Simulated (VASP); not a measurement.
# SiNi2 (P6_3/mmc) in VASP: reference runs, part 2 of 2

VASP 6.6.1.

### Step 3. Single point, PBE, collinear spin, ferromagnetic start (atoms moved at random, drawn with an rms of 0.05 Å)

Contents of INCAR:

```
SYSTEM = SiNi2
PREC = Accurate
ENCUT = 520
EDIFF = 1E-7
ISMEAR = -1
SIGMA = 0.05
LREAL = .False.
LASPH = .True.
NELM = 120
ALGO = Normal
ISIF = 2
LWAVE = .False.
LCHARG = .True.
ISPIN = 2
MAGMOM = 1 1 1 1 0 0
LORBIT = 11
LMAXMIX = 4
GGA = PE
LELF = .True.
LVHAR = .True.
NBANDS = 37
```

Contents of KPOINTS:

```
regular mesh
0
Gamma
  8 8 6
  0 0 0
```

Contents of POSCAR:

```
SiNi2
1.0
    3.8360000000      0.0000000000      0.0000000000
   -1.9180000000      3.3220734489      0.0000000000
    0.0000000000      0.0000000000      4.9480000000
Ni Si
4 2
Direct
    0.6671680000      0.3232030000      0.7409890000
    0.3178970000      0.6588000000      0.2488800000
   -0.0010520000     -0.0101320000      0.5051710000
   -0.0025960000     -0.0018450000     -0.0014480000
    0.6738520000      0.3231820000      0.2500800000
    0.3343690000      0.6691000000      0.7583250000
```

Potentials or basis: VASP PAW PBE potentials, release 64 (Ni, Si).

On the command line:

```console
$ cat potpaw_PBE.64/Ni/POTCAR potpaw_PBE.64/Si/POTCAR > POTCAR
$ mpirun -np 1 vasp_std > vasp.out
```

OUTCAR:

```text
SYSTEM = SiNi2
   PREC = Accurate
   ENCUT = 520
   EDIFF = 1E-7
   ISMEAR = -1
   LREAL = .False.
   LASPH = .True.
   NELM = 120
   ISIF = 2
   ISPIN = 2
   LORBIT = 11
   GGA = PE

 ion  position               nearest neighbor table
   1  0.667  0.323  0.741-   6 2.17   6 2.22   6 2.26   5 2.43   3 2.50   3 2.50   3 2.51   5 2.52
                             4 2.52   4 2.56   4 2.58
   2  0.318  0.659  0.249-   5 2.14   5 2.21   5 2.30   6 2.43   3 2.50   4 2.52   4 2.52   6 2.52
                             3 2.56   4 2.57   3 2.59
   3  0.999  0.990  0.505-   4 2.44   1 2.50   1 2.50   2 2.50   4 2.51   1 2.51   6 2.51   5 2.53
                             6 2.54   5 2.55   2 2.56   5 2.57   6 2.58   2 2.59
   4  0.997  0.998  0.999-   3 2.44   5 2.49   6 2.50   3 2.51   6 2.51   2 2.52   2 2.52   1 2.52
                             6 2.53   1 2.56   5 2.57   5 2.57   2 2.57   1 2.58
   5  0.674  0.323  0.250-   2 2.14   2 2.21   2 2.30   1 2.43   4 2.49   1 2.52   3 2.53   3 2.55
                             4 2.57   4 2.57   3 2.57
   6  0.334  0.669  0.758-   1 2.17   1 2.22   1 2.26   2 2.43   4 2.50   4 2.51   3 2.51   2 2.52
                             4 2.53   3 2.54   3 2.58

  LATTYP: Found a hexagonal cell.
 ALAT       =     3.8360000000
 C/A-ratio  =     1.2898852972

  Lattice vectors:

 A1 = (   3.8360000000,   0.0000000000,   0.0000000000)
 A2 = (  -1.9180000000,   3.3220734489,   0.0000000000)
 A3 = (   0.0000000000,   0.0000000000,   4.9480000000)

Analysis of symmetry for initial positions (statically):
=====================================================================
 Subroutine PRICEL returns:
 Original cell was already a primitive cell.

 Routine SETGRP: Setting up the symmetry group for a
 hexagonal supercell.

 Subroutine GETGRP returns: Found  1 space group operations
 (whereof  1 operations were pure point group operations)
 out of a pool of 24 trial point group operations.

The static configuration has the point symmetry C_1 .

Analysis of symmetry for dynamics (positions and initial velocities):
=====================================================================
[... 197 lines left out ...]
      4       6.4140      1.00000
      5       6.4446      1.00000
      6       7.5785      1.00000
[... 925 lines left out ...]
     35      23.4531      0.00000
     36      24.1415      0.00000

 [... further k-points ...]

 spin component 2

 k-point     1 :       0.0000    0.0000    0.0000
  band No.  band energies     occupation
      1      -1.1804      1.00000
      2       3.2706      1.00000
      3       4.9979      1.00000
      4       6.4140      1.00000
      5       6.4446      1.00000
      6       7.5785      1.00000
[... 925 lines left out ...]
     35      23.4531      0.00000
     36      24.1415      0.00000

 [... further k-points ...]

 [bands above 36 left out]

------------------------ aborting loop because EDIFF is reached ----------------------------------------

  FORCE on cell =-STRESS in cart. coord.  units (eV):
  Direction    XX          YY          ZZ          XY          YZ          ZX
  --------------------------------------------------------------------------------------
  -------------------------------------------------------------------------------------
  Total        5.0193575      5.8704246      3.2612212      0.7691880     -0.0083319     -0.0006585
  in kB      127.5384680    149.1635032     82.8654179     19.5445453     -0.2117086     -0.0167316
  external PRESSURE =     119.8557964 kB  Pullay stress =       0.0000000 kB

 VOLUME and BASIS-vectors are now :
 -----------------------------------------------------------------------------
  energy-cutoff  :      520.00
  volume of cell :       63.05
      direct lattice vectors                 reciprocal lattice vectors
     3.836000000  0.000000000  0.000000000     0.260688217  0.150508412  0.000000000
    -1.918000000  3.322073449  0.000000000     0.000000000  0.301016824  0.000000000
     0.000000000  0.000000000  4.948000000     0.000000000  0.000000000  0.202101859

 POSITION                                       TOTAL-FORCE (eV/Angst)
 -----------------------------------------------------------------------------------
      1.93935      1.07370      3.66641        -0.269625      0.528464      0.228140
     -0.04413      2.18858      1.23146         1.178645      0.055562      0.134596
      1.93340      3.28841      2.49959        -0.092379      0.050875     -0.458497
      1.91158      3.31594      4.94084         0.031286     -0.098366      0.212473
      1.96503      1.07363      1.23740        -1.113385      0.017544     -0.018223
     -0.00069      2.22280      3.75219         0.265458     -0.554081     -0.098488
 -----------------------------------------------------------------------------------
    total drift:                               -0.000266      0.000142     -0.000109

  FREE ENERGIE OF THE ION-ELECTRON SYSTEM (eV)
  ---------------------------------------------------
  free  energy   TOTEN  =       -35.5696396983 eV

  energy  without entropy=      -35.5376050641  energy(sigma->0) =      -35.55362238

 total charge

# of ion       s       p       d       tot
------------------------------------------
    1        0.532   0.660   8.544   9.736
    2        0.532   0.655   8.544   9.731
    3        0.445   0.572   8.451   9.469
    4        0.446   0.577   8.453   9.477
    5        0.728   0.897   0.000   1.625
    6        0.725   0.900   0.000   1.625
--------------------------------------------------
tot          3.407   4.262  33.993  41.662

 magnetization (x)

# of ion       s       p       d       tot
------------------------------------------
    1        0.000  -0.000  -0.000  -0.000
    2       -0.000  -0.000  -0.000  -0.000
    3        0.000  -0.000  -0.000  -0.000
    4        0.000  -0.000  -0.000  -0.000
    5       -0.000  -0.000   0.000  -0.000
    6        0.000  -0.000   0.000  -0.000
--------------------------------------------------
tot          0.000  -0.000  -0.000  -0.000
```

OSZICAR:

```text
N       E                     dE             d eps       ncg     rms          rms(c)
DAV:   1     0.330214826561E+03    0.33021E+03   -0.20449E+04 29352   0.169E+03
DAV:   2    -0.126548560611E+02   -0.34287E+03   -0.31949E+03 29038   0.346E+02
DAV:   3    -0.396772850575E+02   -0.27022E+02   -0.25177E+02 31636   0.116E+02
DAV:   4    -0.403733408735E+02   -0.69606E+00   -0.69265E+00 33061   0.181E+01
[... 12 lines left out ...]
DAV:  17    -0.355696389781E+02   -0.19223E-06   -0.57504E-06 36940   0.231E-02    0.823E-03
DAV:  18    -0.355696395847E+02   -0.60659E-06   -0.28649E-07 23671   0.942E-03    0.412E-03
DAV:  19    -0.355696397165E+02   -0.13179E-06   -0.17178E-07 19439   0.552E-03    0.130E-03
DAV:  20    -0.355696396983E+02    0.18211E-07   -0.42336E-08 17439   0.184E-03
   1 F= -.35569640E+02 E0= -.35553622E+02  d E =-.320346E-01  mag=    -0.0001
```

Run time: 16 min. Hardware: 1 thread of Intel Xeon Platinum 8375C at 2.90GHz (Ice Lake), shared host; peak memory 0.66 GiB.

What came out:

- Free energy: -35.5696 eV
- Pressure: 12.0 GPa
- Largest force: 1.188 eV/Å
- Band gap on the k mesh: none (metal or under the smearing width)
- Net moment: 0.00 μB per cell
- Valence electrons inside the program's atomic spheres: Ni 9.74, 9.73, 9.47, 9.48; Si 1.62

Forces in eV/Å, atoms in the order of the input:
```
Ni  -0.270  0.528  0.228
Ni   1.179  0.056  0.135
Ni  -0.092  0.051 -0.458
Ni   0.031 -0.098  0.212
Si  -1.113  0.018 -0.018
Si   0.265 -0.554 -0.098
```

Stress tensor (GPa, compression positive):
```
12.75  1.95  0.00
 1.95 14.92 -0.02
 0.00 -0.02  8.29
```
